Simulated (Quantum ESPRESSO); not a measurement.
# AlN (P6_3mc) in Quantum ESPRESSO: band structure with r2SCAN

Aim: the band structure of AlN with r2SCAN.

All numbers are computed with Quantum ESPRESSO 7.5; they aren't measurements. Logs are shortened: lines on timing, memory, paths and dates and some standing lists are left out, and cuts for length are marked.

**What was measured.**

“Structural and optical properties of self-assembled AlN nanowires grown on SiO2/Si substrates by molecular beam epitaxy”, 2024, arxiv:2402.00216 quotes, for a bulk crystal of AlN at 0 K: band gap 6.0343 eV (an exciton energy, a little under the gap).

The runs below are set against these values where they give the same quantity.

**1. The crystal as given**

The structure is hexagonal, space group P6_3mc (No. 186). Conventional cell: a = 3.113 Å, b = 3.113 Å, c = 4.981 Å, α = 90.00°, β = 90.00°, γ = 120.00°. Al (site symmetry 3m) has 4 N at 1.89 Å as nearest neighbours. Around N (site symmetry 3m) lie 4 Al at 1.89 Å.

**2. Band structure, r2SCAN**

Contents of pw.in:

```
&CONTROL
  calculation = 'scf'
  prefix = 'pwscf'
  outdir = './tmp'
  pseudo_dir = './pseudo'
  tprnfor = .true.
  tstress = .true.
  disk_io = 'low'
/
&SYSTEM
  ibrav = 0
  celldm(1) = 8
  nat = 4
  ntyp = 2
  ecutwfc = 88
  nbnd = 24
  input_dft = 'r2scan'
  occupations = 'smearing'
  smearing = 'fd'
  degauss = 0.00367493
  nosym = .true.
/
&ELECTRONS
  conv_thr = 1d-08
  electron_maxstep = 120
  mixing_beta = 0.5
/
ATOMIC_SPECIES
Al    26.9815 Al_ONCV_PBE-1.2.upf
N     14.0070 N_ONCV_PBE-1.2.upf
CELL_PARAMETERS alat
  0.7353396782450   0.0000000000000   0.0000000000000
 -0.3676698391225   0.6368228417753   0.0000000000000
  0.0000000000000   0.0000000000000   1.1765907283451
ATOMIC_POSITIONS crystal
Al     0.6666666667    0.3333333333    0.5000000000
Al     0.3333333333    0.6666666667    0.0000000000
N      0.6666666667    0.3333333333    0.8800000000
N      0.3333333333    0.6666666667    0.3800000000
K_POINTS automatic
8 8 4 0 0 0
```

Contents of bands.in:

```
&CONTROL
  calculation = 'bands'
  prefix = 'pwscf'
  outdir = './tmp'
  pseudo_dir = './pseudo'
  disk_io = 'low'
  verbosity = 'high'
/
&SYSTEM
  ibrav = 0
  celldm(1) = 8
  nat = 4
  ntyp = 2
  ecutwfc = 88
  nbnd = 24
  input_dft = 'r2scan'
  occupations = 'smearing'
  smearing = 'fd'
  degauss = 0.00367493
  nosym = .true.
/
&ELECTRONS
  conv_thr = 1d-08
  electron_maxstep = 120
  mixing_beta = 0.5
  diago_full_acc = .true.
  startingwfc = 'random'
/
ATOMIC_SPECIES
Al    26.9815 Al_ONCV_PBE-1.2.upf
N     14.0070 N_ONCV_PBE-1.2.upf
CELL_PARAMETERS alat
  0.7353396782450   0.0000000000000   0.0000000000000
 -0.3676698391225   0.6368228417753   0.0000000000000
  0.0000000000000   0.0000000000000   1.1765907283451
ATOMIC_POSITIONS crystal
Al     0.6666666667    0.3333333333    0.5000000000
Al     0.3333333333    0.6666666667    0.0000000000
N      0.6666666667    0.3333333333    0.8800000000
N      0.3333333333    0.6666666667    0.3800000000
K_POINTS crystal
60
 0.0000000000  0.0000000000  0.0000000000 1
 0.0714285714  0.0000000000  0.0000000000 1
 0.1428571429  0.0000000000  0.0000000000 1
 0.2142857143  0.0000000000  0.0000000000 1
 0.2857142857  0.0000000000  0.0000000000 1
 0.3571428571  0.0000000000  0.0000000000 1
 0.4285714286  0.0000000000  0.0000000000 1
 0.5000000000  0.0000000000  0.0000000000 1
 0.4583333333  0.0833333333  0.0000000000 1
 0.4166666667  0.1666666667  0.0000000000 1
 0.3750000000  0.2500000000  0.0000000000 1
 0.3333333333  0.3333333333  0.0000000000 1
 0.2962962963  0.2962962963  0.0000000000 1
 0.2592592593  0.2592592593  0.0000000000 1
 0.2222222222  0.2222222222  0.0000000000 1
 0.1851851852  0.1851851852  0.0000000000 1
 0.1481481481  0.1481481481  0.0000000000 1
 0.1111111111  0.1111111111  0.0000000000 1
 0.0740740741  0.0740740741  0.0000000000 1
 0.0370370370  0.0370370370  0.0000000000 1
 0.0000000000  0.0000000000  0.0000000000 1
 0.0000000000  0.0000000000  0.1250000000 1
 0.0000000000  0.0000000000  0.2500000000 1
 0.0000000000  0.0000000000  0.3750000000 1
 0.0000000000  0.0000000000  0.5000000000 1
 0.0625000000  0.0000000000  0.5000000000 1
 0.1250000000  0.0000000000  0.5000000000 1
 0.1875000000  0.0000000000  0.5000000000 1
 0.2500000000  0.0000000000  0.5000000000 1
 0.3125000000  0.0000000000  0.5000000000 1
 0.3750000000  0.0000000000  0.5000000000 1
 0.4375000000  0.0000000000  0.5000000000 1
 0.5000000000  0.0000000000  0.5000000000 1
 0.4666666667  0.0666666667  0.5000000000 1
 0.4333333333  0.1333333333  0.5000000000 1
 0.4000000000  0.2000000000  0.5000000000 1
 0.3666666667  0.2666666667  0.5000000000 1
 0.3333333333  0.3333333333  0.5000000000 1
 0.3030303030  0.3030303030  0.5000000000 1
 0.2727272727  0.2727272727  0.5000000000 1
 0.2424242424  0.2424242424  0.5000000000 1
 0.2121212121  0.2121212121  0.5000000000 1
 0.1818181818  0.1818181818  0.5000000000 1
 0.1515151515  0.1515151515  0.5000000000 1
 0.1212121212  0.1212121212  0.5000000000 1
 0.0909090909  0.0909090909  0.5000000000 1
 0.0606060606  0.0606060606  0.5000000000 1
 0.0303030303  0.0303030303  0.5000000000 1
 0.0000000000  0.0000000000  0.5000000000 1
 0.5000000000  0.0000000000  0.5000000000 1
 0.5000000000  0.0000000000  0.4000000000 1
 0.5000000000  0.0000000000  0.3000000000 1
 0.5000000000  0.0000000000  0.2000000000 1
 0.5000000000  0.0000000000  0.1000000000 1
 0.5000000000  0.0000000000  0.0000000000 1
 0.3333333333  0.3333333333  0.0000000000 1
 0.3333333333  0.3333333333  0.1250000000 1
 0.3333333333  0.3333333333  0.2500000000 1
 0.3333333333  0.3333333333  0.3750000000 1
 0.3333333333  0.3333333333  0.5000000000 1
```

Potentials or basis: SG15 PBE 1.2.

Started as:

```sh
> OMP_NUM_THREADS=1 mpirun -n 4 pw.x -nk 4 -in pw.in > pw.out
> OMP_NUM_THREADS=1 mpirun -n 4 pw.x -nk 4 -in bands.in > bands.out
```

pw.out:

```text
This program is part of the open-source Quantum ESPRESSO suite
     for quantum simulation of materials; please cite
         "P. Giannozzi et al., J. Phys.:Condens. Matter 21 395502 (2009);
         "P. Giannozzi et al., J. Phys.:Condens. Matter 29 465901 (2017);
         "P. Giannozzi et al., J. Chem. Phys. 152 154105 (2020);
     in publications or presentations arising from this work. More details at

     IMPORTANT: XC functional enforced from input :
     Exchange-correlation= R2SCAN
                           (   0   0   0   0   0 497 498)
     Any further DFT definition will be discarded
     Please, verify this is what you really want

     K-points division:     npool     =       4
     Subspace diagonalization in iterative solution of the eigenvalue problem:
     a serial algorithm will be used

     G-vector sticks info
     --------------------
     sticks:   dense  smooth     PW     G-vecs:    dense   smooth      PW
     Sum         847     847    253                31467    31467    5503

     Using Slab Decomposition

     bravais-lattice index     =            0
     lattice parameter (alat)  =       8.0000  a.u.
     unit-cell volume          =     282.0993 (a.u.)^3
     number of atoms/cell      =            4
     number of atomic types    =            2
     number of electrons       =        32.00
     number of Kohn-Sham states=           24
     kinetic-energy cutoff     =      88.0000  Ry
     charge density cutoff     =     352.0000  Ry
     scf convergence threshold =      1.0E-08
     mixing beta               =       0.5000
     number of iterations used =            8  plain     mixing
     Exchange-correlation= R2SCAN
                           (   0   0   0   0   0 497 498)

     celldm(1)=   8.000000  celldm(2)=   0.000000  celldm(3)=   0.000000
     celldm(4)=   0.000000  celldm(5)=   0.000000  celldm(6)=   0.000000

     crystal axes: (cart. coord. in units of alat)
               a(1) = (   0.735340   0.000000   0.000000 )
               a(2) = (  -0.367670   0.636823   0.000000 )
               a(3) = (   0.000000   0.000000   1.176591 )

     reciprocal axes: (cart. coord. in units 2 pi/alat)
               b(1) = (  1.359916  0.785148 -0.000000 )
               b(2) = (  0.000000  1.570295  0.000000 )
               b(3) = (  0.000000 -0.000000  0.849913 )

     PseudoPot. # 1 for Al read from file:
     Al_ONCV_PBE-1.2.upf
     Pseudo is Norm-conserving, Zval = 11.0
     Generated using ONCVPSP code by D. R. Hamann
     Using radial grid of  602 points,  4 beta functions with:
                l(1) =   0
                l(2) =   0
                l(3) =   1
                l(4) =   1

     PseudoPot. # 2 for N  read from file:
     N_ONCV_PBE-1.2.upf
     Pseudo is Norm-conserving, Zval =  5.0
     Generated using ONCVPSP code by D. R. Hamann
     Using radial grid of  602 points,  4 beta functions with:
                l(1) =   0
                l(2) =   0
                l(3) =   1
                l(4) =   1

     atomic species   valence    mass     pseudopotential
     Al               11.00    26.98150     Al( 1.00)
     N                 5.00    14.00700     N ( 1.00)

     No symmetry found

   Cartesian axes

     site n.     atom                  positions (alat units)
         1        Al     tau(   1) = (   0.3676698   0.2122743   0.5882954  )
         2        Al     tau(   2) = (  -0.0000000   0.4245486   0.0000000  )
         3        N      tau(   3) = (   0.3676698   0.2122743   1.0353998  )
         4        N      tau(   4) = (  -0.0000000   0.4245486   0.4471045  )

     number of k points=   132  Fermi-Dirac smearing, width (Ry)=  0.0037

     Number of k-points >= 100: set verbosity='high' to print them.

     Dense  grid:    31467 G-vectors     FFT dimensions: (  36,  36,  60)

     WARNING: libxc functional with ID  497 depends
      on external parameters: check the user_guide of
      QE if you need to modify them or to check their
      default values.

     WARNING: libxc functional with ID  498 depends
      on external parameters: check the user_guide of
      QE if you need to modify them or to check their
      default values.

     Initial potential from superposition of free atoms

     starting charge      31.8318, renormalised to      32.0000
     Starting wfcs are random

     Self-consistent Calculation

     iteration #  1     ecut=    88.00 Ry     beta= 0.50
     Davidson diagonalization with overlap
     ethr =  1.00E-02,  avg # of iterations =  8.7

     total energy              =    -316.93711732 Ry
     estimated scf accuracy    <      80.29371577 Ry

     iteration #  2     ecut=    88.00 Ry     beta= 0.50
     Davidson diagonalization with overlap
     ethr =  1.00E-02,  avg # of iterations =  1.0

     total energy              =    -317.22173230 Ry
     estimated scf accuracy    <      15.72170846 Ry

     iteration #  3     ecut=    88.00 Ry     beta= 0.50
     Davidson diagonalization with overlap
     ethr =  1.00E-02,  avg # of iterations =  1.0

     total energy              =    -317.23932989 Ry
     estimated scf accuracy    <       0.50283825 Ry

     iteration #  4     ecut=    88.00 Ry     beta= 0.50
     Davidson diagonalization with overlap
     ethr =  1.57E-03,  avg # of iterations =  1.0

     total energy              =    -317.24306809 Ry
     estimated scf accuracy    <       0.00363266 Ry

     iteration #  5     ecut=    88.00 Ry     beta= 0.50
     Davidson diagonalization with overlap
     ethr =  1.14E-05,  avg # of iterations =  5.1

     total energy              =    -317.24319202 Ry
     estimated scf accuracy    <       0.00007859 Ry

     iteration #  6     ecut=    88.00 Ry     beta= 0.50
     Davidson diagonalization with overlap
     ethr =  2.46E-07,  avg # of iterations =  2.3

     total energy              =    -317.24320061 Ry
     estimated scf accuracy    <       0.00006587 Ry

     iteration #  7     ecut=    88.00 Ry     beta= 0.50
     Davidson diagonalization with overlap
     ethr =  2.06E-07,  avg # of iterations =  1.0

     total energy              =    -317.24320148 Ry
     estimated scf accuracy    <       0.00002794 Ry

     iteration #  8     ecut=    88.00 Ry     beta= 0.50
     Davidson diagonalization with overlap
     ethr =  8.73E-08,  avg # of iterations =  1.0

     total energy              =    -317.24320167 Ry
     estimated scf accuracy    <       0.00000120 Ry

     iteration #  9     ecut=    88.00 Ry     beta= 0.50
     Davidson diagonalization with overlap
     ethr =  3.74E-09,  avg # of iterations =  1.0

     End of self-consistent calculation

     Number of k-points >= 100: set verbosity='high' to print the bands.

     the Fermi energy is    11.0679 ev

!    total energy              =    -317.24320169 Ry
     estimated scf accuracy    <          5.1E-09 Ry
     smearing contrib. (-TS)   =      -0.00000000 Ry
     internal energy E=F+TS    =    -317.24320169 Ry

     The total energy is F=E-TS. E is the sum of the following terms:
     one-electron contribution =    -170.21494239 Ry
     hartree contribution      =      78.31402725 Ry
     xc contribution           =     -42.22051442 Ry
     ewald contribution        =    -183.12177213 Ry

     convergence has been achieved in   9 iterations

     Forces acting on atoms (cartesian axes, Ry/au):

     atom    1 type  1   force =    -0.00000031   -0.00000043   -0.00574204
     atom    2 type  1   force =     0.00000012   -0.00000050   -0.00574768
     atom    3 type  2   force =    -0.00000012    0.00000099    0.00574427
     atom    4 type  2   force =     0.00000031   -0.00000007    0.00574545

     Total force =     0.011490     Total SCF correction =     0.000029

     Computing stress (Cartesian axis) and pressure

          total   stress  (Ry/bohr**3)                   (kbar)     P=        1.80
  -0.00001852   0.00000000   0.00000000           -2.72        0.00        0.00
   0.00000000  -0.00001851  -0.00000000            0.00       -2.72       -0.00
   0.00000000  -0.00000000   0.00007379            0.00       -0.00       10.85

=------------------------------------------------------------------------------=
   JOB DONE.
=------------------------------------------------------------------------------=
```

It took 2.9 min on 4 MPI ranks of Arm Neoverse V2, shared host; peak memory 0.52 GiB.

What came out:

* Free energy: -4316.3136 eV
* Pressure: 0.2 GPa
* Largest force: 0.148 eV/Å
* Band gap on the k mesh: 4.71 eV, direct
* Band gap along the path: 4.71 eV, direct

Forces on the atoms (eV/Å):
```
Al   0.000  0.000 -0.148
Al   0.000  0.000 -0.148
N    0.000  0.000  0.148
N    0.000  0.000  0.148
```

Stress tensor (GPa, compression positive):
```
-0.27  0.00  0.00
 0.00 -0.27  0.00
 0.00  0.00  1.09
```

Levels at the corners of the path, in eV from the valence-band top:
```
point  band 14  band 15  band 16  band 17  band 18  band 19
    Γ    -0.19    -0.19     0.00     4.71     7.43    11.55
    M    -2.09    -1.76    -0.67     6.45     6.56     8.95
    K    -2.47    -2.39    -2.39     5.70     9.15    10.57
    Γ    -0.19    -0.19     0.00     4.71     7.43    11.55
    A    -0.53    -0.53    -0.53     7.11     7.11    11.35
    L    -1.45    -1.37    -1.37     5.98     5.98    10.19
    H    -3.87    -0.78    -0.78     8.15     8.15     8.66
    A    -0.53    -0.53    -0.53     7.11     7.11    11.35
    L    -1.45    -1.37    -1.37     5.98     5.98    10.19
    M    -2.09    -1.76    -0.67     6.45     6.56     8.95
    K    -2.47    -2.39    -2.39     5.70     9.15    10.57
    H    -3.87    -0.78    -0.78     8.15     8.15     8.66
```

Caveat: the potentials were made for another functional, which shifts forces and pressure.

**3. How close it comes**

Step 2. A measured gap of AlN is 6.0343 eV (an exciton energy, a little under the gap; 0 K; quoted in “Structural and optical properties of self-assembled AlN nanowires grown on SiO2/Si substrates by molecular beam epitaxy”, 2024, arxiv:2402.00216); the calculated 4.71 eV misses it by -1.33 eV. 2 values of this kind are on record (6.034 to 6.0343 eV); this one was drawn at random. The value is that of r2SCAN, without temperature or zero-point motion.
